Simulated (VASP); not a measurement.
Crystal: Zn.

```
Zn
1.0
    -1.56904    1.56904    1.56904
     1.56904   -1.56904    1.56904
     1.56904    1.56904   -1.56904
Zn
1
Direct
  0.00000 0.00000 0.00000
```

This isn't the form of Zn at room conditions, which is hcp.

* Program: VASP 6.6.1
* Task: relaxation of cell and atoms
* Functional: LDA
* Potentials or basis: VASP PAW LDA potentials, release 64 (Zn)
* Cutoff: 600 eV
* k mesh: 10 × 10 × 10
* Occupations: fermi-dirac, width 0.05 eV
* Spin: no spin polarisation

At the start: pressure -8.1 GPa; volume 15.45 Å³/atom.

Problem. How do energy, volume and symmetry change on relaxing?

Solution. Over 3 steps the energy falls by 46.3 meV/atom and the volume is 13.81 Å³/atom (-10.6 %); space group Im-3m (No. 229, to 0.05 Å).

The path:
| step | energy change (eV) | largest force (eV/Å) | pressure (GPa) | volume (Å³) |
| --- | --- | --- | --- | --- |
| 1 | 0.0000 | 0.0000 | -8.12 | 15.45 |
| 2 | -0.0462 | 0.0000 | 0.28 | 13.77 |
| 3 | -0.0463 | 0.0000 | 0.14 | 13.81 |

Final structure:
```
CELL_PARAMETERS angstrom
-1.51128 1.51128 1.51128
1.51128 -1.51128 1.51128
1.51128 1.51128 -1.51128
ATOMIC_POSITIONS crystal
Zn 0.00000 0.00000 0.00000
```
